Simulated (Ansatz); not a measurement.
Runs of Ansatz 0.2.0 on Na2S. The structure is cubic, space group Fm-3m (No. 225). The conventional cell has a = 6.547 Å, b = 6.547 Å, c = 6.547 Å, α = 90.00°, β = 90.00°, γ = 90.00°. S (site symmetry m-3m) has 8 Na at 2.83 Å as nearest neighbours. Na (site symmetry -43m) has 4 S at 2.83 Å as nearest neighbours. 

```tsv
screening (1/Å)	gap on the mesh (eV)	pressure (GPa)
0.3	(c)	-0.3
0.1	3.78	-0.4
0.6	2.86	-0.1
0.2	3.49	-0.3
0.4	(b)	(a)
0.15	3.62	-0.3
```

Alike in all rows: task single point; level HSE06 form with a typed share of exact exchange; potentials or basis Ansatz PAW; no spin polarisation; cell as given; k mesh 4 × 4 × 4; cutoff (eV) 420; smearing fermi-dirac 0.05 eV.

**Question.** Fill in the values left out.

**Answer.** (a) -0.2; (b) 3.10; (c) 3.27.

Caveats: the PAW data sets come from PBE, with cores solved anew for the run's functional, which leaves a small shift of forces and pressure; the thresholds are loose for stress.

